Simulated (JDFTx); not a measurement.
**KI under changes of volume**

One of the cells (39.510 Å³/atom); the others are scaled copies at fixed shape and fractional positions:

```
I K
1.0
     4.29120    0.00000    0.00000
     0.00000    4.29120    0.00000
     0.00000    0.00000    4.29120
I K
1 1
Direct
  0.50000 0.50000 0.50000
  0.00000 0.00000 0.00000
```

Measurements of this composition are mostly on another form, of space group No. 225.

```yaml
Program: JDFTx 1.7.0 (patched build)
Functional: PBE
Potentials_or_basis: PseudoDojo-SR-PBE-0.5-standard
Cutoff: 1007 eV
Density_cutoff: 8055 eV
k_mesh: 6 × 6 × 6
Occupations: fermi-dirac, width 0.05 eV
Spin: no spin polarisation
```

| volume (Å³/atom) | energy over the lowest point (meV/atom) | pressure (GPa) | gap on the mesh (eV) |
| --- | --- | --- | --- |
| 37.139 | ? | ? | ? |
| 37.929 | 9.78 | 1.1 | 3.43 |
| 38.720 | 5.06 | 0.8 | 3.38 |
| 39.510 | 1.98 | 0.5 | 3.33 |
| 40.300 | 0.34 | 0.2 | 3.28 |
| 41.090 | 0.00 | -0.1 | 3.23 |
| 41.880 | 0.82 | -0.3 | 3.19 |

Task: What does the run at 37.139 Å³/atom give?

Result: Energy over the lowest point 16.30 meV/atom; pressure 1.5 GPa; gap on the mesh 3.49 eV.

Worked out: A Birch-Murnaghan fit of order 3 (a polynomial in V^(-2/3)) to the other rows has its minimum at 40.91 Å³/atom with B0 = V·E''(V) = 12.5 GPa and B' = 4.8. It gives 16.31 meV/atom at 37.139 Å³/atom, against the run's 16.30, and -dE/dV = 1.5 GPa, against 1.5. A straight line through the other rows of the gap, of slope -2.45 eV per unit of ln V, extrapolates to 3.48 eV, against the run's 3.49.

Energies are extrapolated to zero smearing.

Caveats: spin-orbit coupling is left out, which moves the levels of the heavy elements.

A mesh can miss the band edges.
